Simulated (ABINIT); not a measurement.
# Au (Fm-3m) in ABINIT: further runs, part 3 of 3

ABINIT 10.8.3 (patched build). Earlier steps stand in the parts before.

### 4 Equation of state, PBEsol

run.abi

```
# Datasets: one volume each
ndtset 7
getwfk -1
scalecart1 3*0.9795861087
scalecart2 3*0.9864848297
scalecart3 3*0.9932883884
scalecart4 3*1.0000000000
scalecart5 3*1.0066227096
scalecart6 3*1.0131594038
scalecart7 3*1.0196128224

# Pseudopotentials
pp_dirpath "./"
pseudos "Au.GGA_PBE-JTH.xml"

# Structure
acell 3*1.0 Angstrom
rprim
     0.0000000000     2.0350000000     2.0350000000
     2.0350000000     0.0000000000     2.0350000000
     2.0350000000     2.0350000000     0.0000000000
ntypat 1
znucl 79
natom 1
typat 1
xred
     0.0000000000     0.0000000000     0.0000000000

# Plane-wave basis
ecut 31.0
pawecutdg 53.0

# k points
kptopt 1
ngkpt 11 11 11
nshiftk 1
shiftk 0.0 0.0 0.0

# Exchange and correlation
ixc -116133

# Bands and occupations
nband 10
occopt 3
tsmear 0.00183747

# SCF cycle
nstep 100
tolvrs 1.0e-9

# Output
iomode 3
prtwf 1
prtden 0
prteig 0
prtebands 0
enunit 1
```

Potentials or basis: JTH PAW PBE v2.0.

The run is started by

```console
> abinit run.abi > log 2>&1
```

run.abo:

```text
.Version 10.8.3 of ABINIT
 DATASET    1 : space group Fm -3 m (#225); Bravais cF (face-center cubic)
================================================================================
 Values of the parameters that define the memory need for DATASET  1.
     intxc =       0    ionmov =       0      iscf =      17    lmnmax =      18
     lnmax =       6     mgfft =      30  mpssoang =       3    mqgrid =    3001
     natom =       1  nloc_mem =       2    nspden =       1   nspinor =       1
    nsppol =       1      nsym =      48    n1xccc =       1    ntypat =       1
    occopt =       3   xclevel =       2
       mpw =         903          nfft =       27000          nkpt =          56
 PAW method is used; the additional fine FFT grid is defined by:
   mgfftf=        36    nfftf =     46656
================================================================================
================================================================================
[... 71 lines left out ...]
 DATASET    7 : space group Fm -3 m (#225); Bravais cF (face-center cubic)
================================================================================
 Values of the parameters that define the memory need for DATASET  7.
     intxc =       0    ionmov =       0      iscf =      17    lmnmax =      18
     lnmax =       6     mgfft =      30  mpssoang =       3    mqgrid =    3001
     natom =       1  nloc_mem =       2    nspden =       1   nspinor =       1
    nsppol =       1      nsym =      48    n1xccc =       1    ntypat =       1
    occopt =       3   xclevel =       2
       mpw =        1008          nfft =       27000          nkpt =          56
 PAW method is used; the additional fine FFT grid is defined by:
   mgfftf=        40    nfftf =     64000
================================================================================
================================================================================

--------------------------------------------------------------------------------
------------- Echo of variables that govern the present computation ------------
--------------------------------------------------------------------------------
 -outvars: echo values of preprocessed input variables --------
            acell      1.8897261259E+00  1.8897261259E+00  1.8897261259E+00 Bohr
              amu      1.96966540E+02
             ecut      3.10000000E+01 Hartree
[... 113 lines left out ...]
         ecut(hartree)=     53.000   => boxcut(ratio)=   2.06195

--- Pseudopotential description ------------------------------------------------
- pspini: atom type   1  psp file is ./Au.GGA_PBE-JTH.xml
 Pseudopotential format is: paw10
 basis_size (lnmax)=  6 (lmn_size= 18), orbitals=   0   0   1   1   2   2
 Spheres core radius: rc_sph= 2.50869560
 Shapefunction is SIN type: shapef(r)=[sin(pi*r/rshp)/(pi*r/rshp)]**2
 Radius for shape functions =  2.26305713
 Compensation charge density is not taken into account in XC energy/potential

   3.87212569E+02                                ecore*ucvol(ha*bohr**3)
--------------------------------------------------------------------------------

[... 1201 lines left out ...]
-Cartesian components of stress tensor (GPa)         [Pressure= -7.0857E+00 GPa]
- sigma(1 1)=  7.08573305E+00  sigma(3 2)=  0.00000000E+00
- sigma(2 2)=  7.08573305E+00  sigma(3 1)=  0.00000000E+00
- sigma(3 3)=  7.08573305E+00  sigma(2 1)=  0.00000000E+00

== END DATASET(S) ==============================================================
================================================================================

 -outvars: echo values of variables after computation  --------
            acell      1.8897261259E+00  1.8897261259E+00  1.8897261259E+00 Bohr
           etotal1    -3.4197836032E+01
           etotal2    -3.4198883244E+01
           etotal3    -3.4199546281E+01
           etotal4    -3.4199873350E+01
           etotal5    -3.4199907571E+01
           etotal6    -3.4199687259E+01
           etotal7    -3.4199242157E+01
            fcart1    -0.0000000000E+00 -0.0000000000E+00 -0.0000000000E+00
            fcart2    -0.0000000000E+00 -0.0000000000E+00 -0.0000000000E+00
            fcart3    -0.0000000000E+00 -0.0000000000E+00 -0.0000000000E+00
            fcart4    -0.0000000000E+00 -0.0000000000E+00 -0.0000000000E+00
            fcart5    -0.0000000000E+00 -0.0000000000E+00 -0.0000000000E+00
            fcart6    -0.0000000000E+00 -0.0000000000E+00 -0.0000000000E+00
            fcart7    -0.0000000000E+00 -0.0000000000E+00 -0.0000000000E+00
            rprim1     0.0000000000E+00  1.9934577312E+00  1.9934577312E+00
                       1.9934577312E+00  0.0000000000E+00  1.9934577312E+00
                       1.9934577312E+00  1.9934577312E+00  0.0000000000E+00
[... 17 lines left out ...]
                       2.0749120936E+00  2.0749120936E+00  0.0000000000E+00
           strten1    -5.5144176660E-04 -5.5144176660E-04 -5.5144176660E-04
                       0.0000000000E+00  0.0000000000E+00  0.0000000000E+00
           strten2    -3.7209838581E-04 -3.7209838581E-04 -3.7209838581E-04
                       0.0000000000E+00  0.0000000000E+00  0.0000000000E+00
           strten3    -2.1395493080E-04 -2.1395493080E-04 -2.1395493080E-04
                       0.0000000000E+00  0.0000000000E+00  0.0000000000E+00
           strten4    -7.6132251175E-05 -7.6132251175E-05 -7.6132251175E-05
                       0.0000000000E+00  0.0000000000E+00  0.0000000000E+00
           strten5     4.3702098078E-05  4.3702098078E-05  4.3702098078E-05
                       0.0000000000E+00  0.0000000000E+00  0.0000000000E+00
           strten6     1.4894753723E-04  1.4894753723E-04  1.4894753723E-04
                       0.0000000000E+00  0.0000000000E+00  0.0000000000E+00
           strten7     2.4083917109E-04  2.4083917109E-04  2.4083917109E-04
                       0.0000000000E+00  0.0000000000E+00  0.0000000000E+00
 Calculation completed.
```

Run time: 2.4 min. Hardware: 1 thread of Arm Neoverse V2, shared host; peak memory 0.16 GiB.

What came out:

- Equilibrium volume: 17.06 Å³/atom
- Bulk modulus: 176 GPa
- Pressure derivative of the bulk modulus: 5.9

Energy against volume, from the lowest point:
```
volume (Å³/atom)  energy (meV/atom)
          15.843              56.37
          16.181              27.87
          16.518               9.83
          16.855               0.93
          17.192               0.00
          17.529               5.99
          17.866              18.11
```

Caveat: pressures at fixed basis lie under the slope of the energies; the PAW data sets were made with another functional, which shifts forces and pressure a little. The run has no spin-orbit coupling, so splittings on Au are missing.

### 5 Band structure, PBEsol

run.abi

```
# Datasets: ground state, then fixed potential
ndtset 2

# Pseudopotentials
pp_dirpath "./"
pseudos "Au.GGA_PBE-JTH.xml"

# Structure
acell 3*1.0
rprim
     0.0000000000     3.8455926636     3.8455926636
     3.8455926636     0.0000000000     3.8455926636
     3.8455926636     3.8455926636     0.0000000000
ntypat 1
znucl 79
natom 1
typat 1
xred
     0.0000000000     0.0000000000     0.0000000000

# Plane-wave basis
ecut 25.0
pawecutdg 47.0

# Exchange and correlation
ixc -116133

# Bands and occupations
occopt 3
tsmear 0.05 eV

# SCF cycle
nstep 100

# Output
iomode 3
prtwf 0
prteig 0
prtebands 0
enunit 1
prtden1 1

# Dataset 1
kptopt1 1
ngkpt1 11 11 11
nshiftk1 1
shiftk1 0.0 0.0 0.0
nband1 10
tolvrs1 1.0e-9

# Dataset 2: bands along G-X-W-K-G-L-U-W-L-K
iscf2 -2
getden2 1
nband2 14
nbdbuf2 2
tolwfr2 1.0e-12
kptopt2 -9
ndivsm2 8
prteig2 1
kptbounds2
     0.0000000000     0.0000000000     0.0000000000
     0.5000000000     0.0000000000     0.5000000000
     0.5000000000     0.2500000000     0.7500000000
     0.3750000000     0.3750000000     0.7500000000
     0.0000000000     0.0000000000     0.0000000000
     0.5000000000     0.5000000000     0.5000000000
     0.6250000000     0.2500000000     0.6250000000
     0.5000000000     0.2500000000     0.7500000000
     0.5000000000     0.5000000000     0.5000000000
     0.3750000000     0.3750000000     0.7500000000
```

The run is started by

```console
> abinit run.abi > log 2>&1
```

Run time: 66 s. Hardware: 1 thread of Arm Neoverse V2, shared host; peak memory 0.11 GiB.

It converged, with:

- Free energy: -930.6249 eV
- Pressure: 2.3 GPa
- Band gap on the k mesh: none (metal or under the smearing width)
- Valence electrons inside the program's atomic spheres: Au 9.50 (radii [1.3275] Å)

Levels at the corners of the path, in eV from the Fermi level:
```
point  band 2  band 3  band 4  band 5  band 6  band 7  band 8  band 9
    Γ   -4.74   -4.74   -4.74   -3.18   -3.18   15.20   19.14   19.14
    X   -6.85   -1.99   -1.62   -1.62    0.94    5.82   10.16   10.16
    W   -5.23   -5.23   -3.34   -1.62    4.78    6.32    6.32    9.47
    K   -5.92   -3.88   -2.89   -2.08    3.89    4.67    7.47   12.77
    Γ   -4.74   -4.74   -4.74   -3.18   -3.18   15.20   19.14   19.14
    L   -4.78   -4.78   -1.95   -1.95   -1.08    3.11   14.51   17.57
    U   -5.92   -3.88   -2.89   -2.08    3.89    4.67    7.47   12.77
    W   -5.23   -5.23   -3.34   -1.62    4.78    6.32    6.32    9.47
    L   -4.78   -4.78   -1.95   -1.95   -1.08    3.11   14.51   17.57
    K   -5.92   -3.88   -2.89   -2.08    3.89    4.67    7.47   12.77
```

Caveat: the PAW data sets were made with another functional, which shifts forces and pressure a little; spin-orbit coupling is left out, which moves the levels of the heavy elements.

### 6 Overview

| task | level | potentials or basis | cutoff (eV) | fine-grid cutoff | gap on the mesh (eV) | pressure (GPa) |
| --- | --- | --- | --- | --- | --- | --- |
| band structure | r2SCAN | SPMS NC PBE v1.0 | 980 | - | none | 5.0 |
| band structure | LDA | PseudoDojo NC SR LDA v0.4 stringent | 871 | - | none | -5.2 |
| equation of state | PBEsol | JTH PAW PBE v2.0 | 844 | 1442.2 eV | - | - |
| band structure | PBEsol | JTH PAW PBE v2.0 | 680 | 1278.94 eV | none | 2.3 |

Alike in all rows: no spin polarisation; cell as given; k mesh 11 × 11 × 11; smearing fermi-dirac 0.05 eV.

Caveats: spin-orbit coupling is left out, which moves the levels of the heavy elements (some runs); the PAW data sets were made with another functional, which shifts forces and pressure a little (some runs); a meta-GGA on potentials with a model core is unreliable (some runs); a meta-GGA on norm-conserving files made for a GGA shifts volumes by about 1 % (some runs); the potentials were made for another functional, which shifts forces and pressure (some runs); pressures at fixed basis lie under the slope of the energies (some runs).

Absolute energies hang on the potentials; compare differences alone.

### 7 How close it comes

Step 4. Measured bulk modulus of Au: 167 GPa (quoted in “Exploring toroidal anvil profiles for larger sample volumes above 4 Mbar”, 2024, pmc:11102561). This calculation gives 176 GPa (+5.4 %). The fit is for a static lattice scaled at fixed shape and fixed fractional positions.
